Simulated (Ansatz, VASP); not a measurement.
One calculation of BeS, two programs

```
S Be
1.0
     0.00000    2.42500    2.42500
     2.42500    0.00000    2.42500
     2.42500    2.42500    0.00000
S Be
1 1
Direct
  0.75000 0.75000 0.75000
  0.00000 0.00000 0.00000
```

Alike in both runs: task relaxation of cell and atoms; functional revPBE; dispersion D3(BJ); k mesh 9 × 9 × 9; occupations fermi-dirac, width 0.05 eV; no spin polarisation.

|  | VASP | Ansatz |
| --- | --- | --- |
| version | VASP 6.6.1 | Ansatz 0.2.0 |
| potentials or method | VASP PAW PBE potentials, release 64 (S, Be) | Ansatz PAW |
| plane-wave cutoff (eV) | 600 | 420 |
| valence electrons in the cell | 8 | 8 |

VASP gave:

```
gap on the k mesh at the Fermi level, each at its own relaxed structure (eV) : 3.18
relaxed volume (Å³/atom)                                                     : 13.66
relaxed cell length with the largest relative difference (Å)                 : 3.381
energy change over the relaxation (meV/atom)                                 : -8
```

Q: Which values does Ansatz return?

A: gap on the k mesh at the Fermi level, each at its own relaxed structure (eV): 3.19; relaxed volume (Å³/atom): 13.67; relaxed cell length with the largest relative difference (Å): 3.381; energy change over the relaxation (meV/atom): -8.

Caveats: the PAW data sets were made with another functional, which shifts forces and pressure a little (VASP); an odd mesh through Γ misses points on the zone boundary, where band edges often lie (VASP); odd divisions of the mesh miss points on the zone boundary, where band edges often lie, so the gap on the mesh can be too wide (Ansatz); the plane-wave basis is chosen anew once the cell has moved, so the energies of steps on either side of that aren't comparable (Ansatz); the PAW data sets come from PBE, with cores solved anew for the run's functional, which leaves a small shift of forces and pressure (Ansatz). A hybrid or GW would open this gap; revPBE tends to underestimate it.
